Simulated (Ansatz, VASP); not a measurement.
CdTe4: VASP beside Ansatz

```
Cd Te
1.0
     5.81128    0.00000    0.00000
     0.00000    5.81128    0.00000
     0.00000    0.00000    5.81128
Cd Te
1 4
Direct
  0.00000 0.00000 0.00000
  0.00000 0.50000 0.50000
  0.50000 0.00000 0.50000
  0.50000 0.50000 0.00000
  0.50000 0.50000 0.50000
```

Alike in both runs: functional PBE; k mesh 4 × 4 × 4; occupations gaussian, width 0.1 eV; no spin polarisation.

Ansatz relaxed the structure, and its values are those at the end. VASP's run is a single point on that final structure, the one shown.

|  | VASP | Ansatz |
| --- | --- | --- |
| version | VASP 6.6.1 | Ansatz 0.2.0 |
| potentials or method | VASP PAW PBE potentials, release 64 (Cd, Te) | scalar-relativistic, plane waves, PAW |
| plane-wave cutoff (eV) | 520 | 420 |
| valence electrons in the cell | 36 | 84 |

|  | VASP | Ansatz | Ansatz less VASP |
| --- | --- | --- | --- |
| gap on the k mesh at the Fermi level (eV) | none | none | - |
| pressure (GPa) | 0.2 | 0.3 | +0.02 |

A gap of «none» marks a metal or a gap that the smearing closes. With one functional, cell and mesh, what is left measures potentials, basis and numerics. The two sets of potentials don't hold the same shells in valence.

Spin-orbit coupling is left out, which matters for the levels of Te.
